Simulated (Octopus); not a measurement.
# MnS (Fm-3m) in Octopus: settings compared

Aim: see how the results for MnS move with the level of theory and the settings. Levels: PBEsol, PBEsol+U, PBE, LDA, r2SCAN, SCAN, TPSS, TASK, TB-mBJ. Tasks: density of states, single point.

Everything below comes from runs of Octopus 16.4. Logs are shortened: lines on timing, memory, paths and dates and some standing lists are left out, and cuts for length are marked.

### Step 1. The crystal as given

Symmetry: Fm-3m, No. 225, cubic system. The conventional cell has a = 5.209 Å, b = 5.209 Å, c = 5.209 Å, α = 90.00°, β = 90.00°, γ = 90.00°. Mn (site symmetry m-3m) has 6 S at 2.60 Å as nearest neighbours. Around S (site symmetry m-3m) lie 6 Mn at 2.60 Å.

### Step 2. Density of states, PBEsol, collinear spin, ferromagnetic start, 17.67 Å³/atom

The input, inp:

```
CalculationMode = gs
UnitsOutput = eV_Angstrom
PeriodicDimensions = 3
ExperimentalFeatures = yes
PseudopotentialSet = pseudodojo_pbesol
%LatticeParameters
 1*angstrom | 1*angstrom | 1*angstrom
%
%LatticeVectors
 0 | 2.6045 | 2.6045
 2.6045 | 0 | 2.6045
 2.6045 | 2.6045 | 0
%
%ReducedCoordinates
 "Mn" | 0 | 0 | 0
 "S" | 0.5 | 0.5 | 0.5
%
%Spacing
 0.14733277*angstrom | 0.14733277*angstrom | 0.14733277*angstrom
%
DerivativesOrder = 8
%KPointsGrid
 4 | 4 | 4
%
KPointsUseSymmetries = yes
XCFunctional = gga_x_pbe_sol + gga_c_pbe_sol
SpinComponents = polarized
KPointsUseTimeReversal = no
GuessMagnetDensity = user_defined
%AtomsMagnetDirection
 8.0
 0.0
%
SmearingFunction = fermi_dirac
Smearing = 0.05*eV
ExtraStates = 17
Eigensolver = chebyshev_filter
ConvRelDens = 1e-6
MaximumIter = 120
DOSGamma = 0.1*eV
DOSEnergyPoints = 400
DOSComputePDOS = yes
%Output
 dos
%
```

Potentials or basis: pseudodojo_pbesol (PseudoDojo 0.4, PBEsol).

Command:

```
$ OMP_NUM_THREADS=1 octopus > out.log
```

out.log:

```text
Running octopus

Version                : 16.4
Optional libraries     :

************************** Calculation Mode **************************
Input: [CalculationMode = gs]
**********************************************************************

Input: [SpinComponents = polarized]

******************************* Space ********************************
Octopus will run in 3 dimension(s).
Octopus will treat the system as periodic in 3 dimension(s).
**********************************************************************

Input: [AllElectronType = no]
Input: [PseudopotentialSet = pseudodojo_pbesol]
Reading Coordinates from ReducedCoordinates block

****************************** Species *******************************
  Species 'Mn'
    type             : pseudopotential
    file             : 'Mn.upf'
    file format      : UPF2
    valence charge   : 15.0
    atomic number    :  25
    form on file     : kleinman-bylander
    lmax             : 2
    llocal           : -1
    projectors per l : 2
    total projectors : 6
    application form : kleinman-bylander
    orbitals         : 10
    bound orbitals   : 10

  Species 'S'
    type             : pseudopotential
    file             : 'S.upf'
    file format      : UPF2
    valence charge   : 6.0
    atomic number    :  16
    form on file     : kleinman-bylander
    lmax             : 2
    llocal           : -1
    projectors per l : 2
    total projectors : 6
    application form : kleinman-bylander
    orbitals         :  4
    bound orbitals   :  4

**********************************************************************

***************************** Symmetries *****************************
Space group No.  225
International: Fm-3m
Schoenflies: Oh^5
Info: The system has    48 symmorphic symmetries that can be used.
  Index                Rotation matrix                      Fractional translations
    1 :     1   0   0     0   1   0     0   0   1      0.000000    0.000000    0.000000
    2 :    -1   0   0     0  -1   0     0   0  -1      0.000000    0.000000    0.000000
    3 :     1   0  -1     1   0   0     1  -1   0      0.000000    0.000000    0.000000
    4 :    -1   0   1    -1   0   0    -1   1   0      0.000000    0.000000    0.000000
    5 :     0   1  -1     1   0  -1     0   0  -1      0.000000    0.000000    0.000000
    6 :     0  -1   1    -1   0   1     0   0   1      0.000000    0.000000    0.000000
[... 40 lines left out ...]
   47 :     0   1  -1    -1   1   0     0   1   0      0.000000    0.000000    0.000000
   48 :     0  -1   1     1  -1   0     0  -1   0      0.000000    0.000000    0.000000
Info: The system also has     0 nonsymmorphic symmetries (not used for electrons).
**********************************************************************

Input: [CurvMethod = curv_affine]
Input: [DerivativesStencil = stencil_stargeneral]

****************************** Lattice *******************************
  Lattice Vectors [A]
    0.000000    2.604500    2.604500
    2.604500    0.000000    2.604500
    2.604500    2.604500    0.000000
  Cell volume =            35.3348 [A^3]
  Reciprocal-Lattice Vectors [A^-1]
   -1.206217    1.206217    1.206217
    1.206217   -1.206217    1.206217
    1.206217    1.206217   -1.206217
  Cell angles [degree]
    alpha =   60.000
    beta  =   60.000
    gamma =   60.000
**********************************************************************

Checking if the generated full k-point grid is symmetric

     8 k-points generated from parameters :
 ---------------------------------------------------
    n =    4    4    4

    s1  =  0.00  0.00  0.00

   index |      weight  |             coordinates              |
[... 108 lines left out ...]
** Warning:
**   Cannot do LCAO for all states because there are not enough atomic orbitals.
**   Required: 28. Available: 14. 14 orbitals will be randomized.

Input: [GuessMagnetDensity = user_defined]
Info: Unnormalized total charge =     20.997446
Info: Renormalized total charge =     21.000000

** Warning:
**   Symmetrization discrepancy ratio (scalar) =  9.28635E-06

** Warning:
**   Symmetrization discrepancy ratio (scalar) =  2.42079E-05

Total Magnetic Moment:
 mz =   8.000973
Local Magnetic Moments (sphere radius [A] =   1.842):
 Ion                    mz
   1        Mn       7.853188
   2         S       1.159465
Info: Setting up Hamiltonian.
Info: Performing initial LCAO calculation with     14 orbitals.
Info: Getting Hamiltonian matrix elements.

Eigenvalues [eV]
 #st  Spin   Eigenvalue      Occupation
#k =       1, k = (  0.000000,  0.000000,  0.000000)
   1   up   -79.032794       1.000000
   1   dn   -71.265704       1.000000
   2   up   -47.975149       1.000000
   2   dn   -39.959021       1.000000
   3   up   -47.975149       1.000000
   3   dn   -39.957362       1.000000
[... 20 lines left out ...]
  14   up     6.179455       1.000000
  14   dn     7.775681       1.000000
#k =       2, k = (  0.250000,  0.000000,  0.000000)
   1   up   -78.774550       1.000000
   1   dn   -70.999809       1.000000
   2   up   -47.889427       1.000000
   2   dn   -39.882760       1.000000
   3   up   -47.889171       1.000000
   3   dn   -39.881251       1.000000
[... 20 lines left out ...]
  14   up     9.511380       0.062099
  14   dn    10.759944       0.000000
[... 6 further k-points ...]
Fermi energy =     9.375633 eV
Generating random wavefunctions for states       15 and above
Orthogonalizing wavefunctions.
Info: Ground-state restart information will be written to 'restart/gs'.
Info: SCF using complex wavefunctions.
Info: Starting SCF iteration.

*********************** SCF CYCLE ITER #    1 ************************
 etot  = -3.28139475E+03 abs_ev   =  5.77E+01 rel_ev   =  1.34E-01
 ediff =        1.21E+02 abs_dens =  3.52E+00 rel_dens =  1.68E-01
Matrix vector products: 400
Converged eigenvectors: 0

#  State  KPoint  Spin  Eigenvalue [eV]  Occupation    Error
      1       1    up      -79.036976    1.000000   ( 2.4E-07)
      1       2    up      -79.036753    1.000000   ( 4.5E-05)
      1       3    up      -79.036680    1.000000   ( 2.8E-05)
      1       4    up      -79.036531    1.000000   ( 7.5E-05)
      1       6    up      -79.036531    1.000000   ( 4.6E-05)
      1       5    up      -79.036458    1.000000   ( 4.1E-05)
      1       8    up      -79.036385    1.000000   ( 4.2E-05)
      1       7    up      -79.036384    1.000000   ( 4.4E-05)
[... 23 lines left out ...]
     28       7    dn       33.158851    0.000000   ( 1.8E-01)
     28       1    up       33.171112    0.000000   ( 8.7E-02)
     28       4    up       33.335358    0.000000   ( 1.4E-01)
     27       1    dn       33.538035    0.000000   ( 6.7E-02)
     28       2    up       33.601520    0.000000   ( 1.2E-01)
     28       2    dn       34.069257    0.000000   ( 1.3E-01)
     28       6    dn       34.241976    0.000000   ( 1.1E-01)
     28       1    dn       34.311911    0.000000   ( 8.6E-02)

Density of states:

------------------------------------------------%---------------------
------------------------------------------------%---------------------
-----------------------------------------------%%---------------------
-------------------%----%----------------------%%----%-%--------------
-------------------%----%----------------------%%%--%%-%----%%--%%----
-------------------%----%----------------------%%%--%%%%---%%%-%%%----
-------------------%----%----------------------%%%--%%%%%-%%%%-%%%%---
-------------------%----%-----------------%----%%%--%%%%%%%%%%-%%%%%--
%----%-------------%----%-----------------%%---%%%--%%%%%%%%%%%%%%%%%-
%----%-------------%----%-----------------%%---%%%%-%%%%%%%%%%%%%%%%%%
                                                   ^

Fermi energy =     4.140086 eV
Total Magnetic Moment:
 mz =   4.999946
Local Magnetic Moments (sphere radius [A] =   1.842):
 Ion                    mz
   1        Mn       4.933697
   2         S       0.653858
[... 273 lines left out ...]
*********************** SCF CYCLE ITER #   17 ************************
 etot  = -3.26085357E+03 abs_ev   =  7.00E-06 rel_ev   =  1.66E-08
 ediff =        7.23E-07 abs_dens =  1.87E-06 rel_dens =  8.89E-08
Matrix vector products: 400
Converged eigenvectors: 238

#  State  KPoint  Spin  Eigenvalue [eV]  Occupation    Error
      1       1    up      -77.088709    1.000000   ( 4.3E-08)
      1       2    up      -77.088454    1.000000   ( 4.0E-08)
      1       3    up      -77.088371    1.000000   ( 5.1E-08)
      1       4    up      -77.088201    1.000000   ( 5.2E-08)
      1       6    up      -77.088200    1.000000   ( 4.3E-08)
      1       5    up      -77.088117    1.000000   ( 5.1E-08)
      1       8    up      -77.088034    1.000000   ( 5.1E-08)
      1       7    up      -77.088033    1.000000   ( 5.1E-08)
[... 23 lines left out ...]
     25       1    dn       31.506898    0.000000   ( 2.7E-04)
     26       1    dn       31.507181    0.000000   ( 7.6E-04)
     27       1    dn       31.508564    0.000000   ( 2.3E-03)
     28       2    up       32.001695    0.000000   ( 4.1E-02)
     28       2    dn       32.583883    0.000000   ( 2.7E-02)
     28       6    dn       32.757915    0.000000   ( 3.3E-02)
     28       1    up       33.081767    0.000000   ( 3.5E-02)
     28       1    dn       33.696764    0.000000   ( 2.8E-02)

Density of states:

-------------------------------------------------%--------------------
-------------------------------------------------%--------------------
-------------------------------------------------%--------------------
-------------------------------------------------%-----%---------%----
-------------------%--%-------------------------%%--%--%-----%---%----
-------------------%--%-------------------------%%--%--%---%%%--%%----
-------------------%--%------------------------%%%-%%%-%%--%%%-%%%%---
-------------------%--%--------------------%---%%%%%%%-%%-%%%%-%%%%---
%--%---------------%--%-------------------%%---%%%%%%%%%%%%%%%%%%%%%--
%--%---------------%--%-------------------%%---%%%%%%%%%%%%%%%%%%%%%%-
                                                   ^

Fermi energy =     4.599748 eV
Total Magnetic Moment:
 mz =   4.633840
Local Magnetic Moments (sphere radius [A] =   1.842):
 Ion                    mz
   1        Mn       4.522012
   2         S       0.685284

**********************************************************************

Info: SCF converged in   17 iterations

** Warning:
**   Some of the states are not fully converged!

Info: Number of matrix-vector products:       6800
Info: Writing output to static/
Info: Finished writing information to 'restart/gs'.

Octopus emitted 39 warnings.
```

It took 2.7 min on 1 thread of Arm Neoverse V2, shared host; peak memory 0.49 GiB.

Results:

```yaml
Free_energy: -3260.8675 eV
Band_gap_on_the_k_mesh: none (metal or under the smearing width)
Net_moment: 4.63 μB per cell
Site_moments: Mn +4.52; S +0.69 μB
```

Caveat: the k mesh is coarse (spacing up to 0.52 Å⁻¹), so the values aren't converged; the program's energy grid is too thin for its DOS broadening, so the DOS isn't listed; a cell with one magnetic atom can't hold antiferromagnetic order, which such compounds often take; semilocal functionals often make such compounds metallic where correlation or magnetic order opens a gap, which also shifts bond lengths.

### Step 3. Density of states, PBEsol+U, collinear spin, ferromagnetic start, 17.67 Å³/atom

inp: that of step 2 with these lines changed.

```diff
@@ -5,2 +5,5 @@
 PseudopotentialSet = pseudodojo_pbesol
+%Species
+ "Mn" | species_pseudo | hubbard_l | 2 | hubbard_u | 2*eV
+%
 %LatticeParameters
@@ -33,2 +36,4 @@
 %
+DFTULevel = dft_u_empirical
+AOTruncation = ao_box
 SmearingFunction = fermi_dirac
@@ -44,2 +49,3 @@
  dos
+ occ_matrices
 %
```

Potentials or basis: pseudodojo_pbesol (PseudoDojo 0.4, PBEsol).

Command:

```
$ OMP_NUM_THREADS=1 octopus > out.log
```

Wall time 3.5 min (1 thread of Arm Neoverse V2, shared host); peak memory 0.51 GiB.

It converged, with:

```
Free energy            : -3260.3394 eV
Band gap on the k mesh : none (metal or under the smearing width)
Net moment             : 4.91 μB per cell
Site moments           : Mn +4.78; S +0.72 μB
```

Caveat: the k mesh is coarse (spacing up to 0.52 Å⁻¹), so the values aren't converged; U acts on the potentials' truncated atomic orbitals, so values differ from other programs' at the same U, and they weren't checked against one; the program's energy grid is too thin for its DOS broadening, so the DOS isn't listed; a cell with one magnetic atom can't hold antiferromagnetic order, which such compounds often take.

### Step 4. Density of states, PBEsol+U, collinear spin, ferromagnetic start, 17.67 Å³/atom

inp: that of step 3 with these lines changed.

```diff
@@ -6,3 +6,3 @@
 %Species
- "Mn" | species_pseudo | hubbard_l | 2 | hubbard_u | 2*eV
+ "Mn" | species_pseudo | hubbard_l | 2 | hubbard_u | 4*eV
 %
```

Command:

```
$ OMP_NUM_THREADS=1 octopus > out.log
```

Wall time 3.6 min (1 thread of Arm Neoverse V2, shared host); peak memory 0.51 GiB.

The run converged. Its results:

| Item | Value |
| --- | --- |
| Free energy | -3259.9636 eV |
| Band gap on the k mesh | 0.54 eV, indirect (least direct gap 2.81 eV) |
| Net moment | 5.00 μB per cell |
| Site moments | Mn +4.89; S +0.71 μB |

Caveat: the k mesh is coarse (spacing up to 0.52 Å⁻¹), so the values aren't converged; U acts on the potentials' truncated atomic orbitals, so values differ from other programs' at the same U, and they weren't checked against one; the program's energy grid is too thin for its DOS broadening, so the DOS isn't listed; a cell with one magnetic atom can't hold antiferromagnetic order, which such compounds often take.

### Step 5. Density of states, PBEsol+U, collinear spin, ferromagnetic start, 17.67 Å³/atom

inp: that of step 4 with these lines changed.

```diff
@@ -6,3 +6,3 @@
 %Species
- "Mn" | species_pseudo | hubbard_l | 2 | hubbard_u | 4*eV
+ "Mn" | species_pseudo | hubbard_l | 2 | hubbard_u | 6*eV
 %
```

Command:

```
$ OMP_NUM_THREADS=1 octopus > out.log
```

Wall time 3.5 min (1 thread of Arm Neoverse V2, shared host); peak memory 0.51 GiB.

The run converged. Its results:

| Item | Value |
| --- | --- |
| Free energy | -3259.6602 eV |
| Band gap on the k mesh | 0.93 eV, indirect (least direct gap 2.96 eV) |
| Net moment | 5.00 μB per cell |
| Site moments | Mn +4.93; S +0.67 μB |

Caveat: the k mesh is coarse (spacing up to 0.52 Å⁻¹), so the values aren't converged; U acts on the potentials' truncated atomic orbitals, so values differ from other programs' at the same U, and they weren't checked against one; the program's energy grid is too thin for its DOS broadening, so the DOS isn't listed; a cell with one magnetic atom can't hold antiferromagnetic order, which such compounds often take.

### Step 6. Density of states, PBEsol+U, collinear spin, ferromagnetic start, 17.67 Å³/atom

inp: that of step 5 with these lines changed.

```diff
@@ -6,3 +6,3 @@
 %Species
- "Mn" | species_pseudo | hubbard_l | 2 | hubbard_u | 6*eV
+ "Mn" | species_pseudo | hubbard_l | 2 | hubbard_u | 8*eV
 %
```

Potentials or basis: pseudodojo_pbesol (PseudoDojo 0.4, PBEsol).

Command:

```
$ OMP_NUM_THREADS=1 octopus > out.log
```

Wall time 3.6 min (1 thread of Arm Neoverse V2, shared host); peak memory 0.51 GiB.

It converged, with:

```yaml
Free_energy: -3259.4033 eV
Band_gap_on_the_k_mesh: 1.00 eV, indirect (least direct gap 3.06 eV)
Net_moment: 5.00 μB per cell
Site_moments: Mn +4.96; S +0.63 μB
```

Caveat: the k mesh is coarse (spacing up to 0.52 Å⁻¹), so the values aren't converged; U acts on the potentials' truncated atomic orbitals, so values differ from other programs' at the same U, and they weren't checked against one; the program's energy grid is too thin for its DOS broadening, so the DOS isn't listed; a cell with one magnetic atom can't hold antiferromagnetic order, which such compounds often take.

### Step 7. Single point, PBE, collinear spin, ferromagnetic start, 17.67 Å³/atom

The input, inp:

```
CalculationMode = gs
UnitsOutput = eV_Angstrom
PeriodicDimensions = 3
ExperimentalFeatures = yes
PseudopotentialSet = hgh_lda
%LatticeParameters
 1*angstrom | 1*angstrom | 1*angstrom
%
%LatticeVectors
 0 | 2.6045 | 2.6045
 2.6045 | 0 | 2.6045
 2.6045 | 2.6045 | 0
%
%ReducedCoordinates
 "Mn" | 0 | 0 | 0
 "S" | 0.5 | 0.5 | 0.5
%
%Spacing
 0.16014431*angstrom | 0.16014431*angstrom | 0.16014431*angstrom
%
DerivativesOrder = 8
%KPointsGrid
 5 | 5 | 5
%
KPointsUseSymmetries = yes
XCFunctional = gga_x_pbe + gga_c_pbe
SpinComponents = polarized
KPointsUseTimeReversal = no
GuessMagnetDensity = user_defined
%AtomsMagnetDirection
 4.0
 0.0
%
SmearingFunction = fermi_dirac
Smearing = 0.05*eV
ExtraStates = 11
Eigensolver = chebyshev_filter
ConvRelDens = 1e-6
MaximumIter = 120
%Output
 density | cube
 elf | cube
 potential | cube
%
```

Potentials or basis: hgh_lda (LDA).

Command:

```
$ OMP_NUM_THREADS=1 octopus > out.log
```

Wall time 2.3 min (1 thread of Arm Neoverse V2, shared host); peak memory 0.35 GiB.

Results (log left out):

| Item | Value |
| --- | --- |
| Free energy | -686.1479 eV |
| Band gap on the k mesh | 1.41 eV, indirect (least direct gap 3.15 eV) |
| Net moment | 5.00 μB per cell |
| Site moments | Mn +4.95; S +0.58 μB |

Caveat: this is an older set of potentials, less accurate than current ones; the potentials were made for another functional, which shifts forces and pressure; an odd mesh through Γ misses points on the zone boundary, where band edges often lie; a cell with one magnetic atom can't hold antiferromagnetic order, which such compounds often take.

### Step 8. Single point, LDA, collinear spin, ferromagnetic start, 17.67 Å³/atom

inp: that of step 7 with these lines changed.

```diff
@@ -25,3 +25,3 @@
 KPointsUseSymmetries = yes
-XCFunctional = gga_x_pbe + gga_c_pbe
+XCFunctional = lda_x + lda_c_pw_mod
 SpinComponents = polarized
```

Command:

```
$ OMP_NUM_THREADS=1 octopus > out.log
```

It took 1.9 min on 1 thread of Arm Neoverse V2, shared host; peak memory 0.36 GiB.

It converged, with:

```yaml
Free_energy: -682.8428 eV
Band_gap_on_the_k_mesh: 1.06 eV, indirect (least direct gap 2.85 eV)
Net_moment: 5.00 μB per cell
Site_moments: Mn +4.94; S +0.64 μB
```

Caveat: this is an older set of potentials, less accurate than current ones; an odd mesh through Γ misses points on the zone boundary, where band edges often lie; a cell with one magnetic atom can't hold antiferromagnetic order, which such compounds often take.

(Part 1 of 2 ends here.)
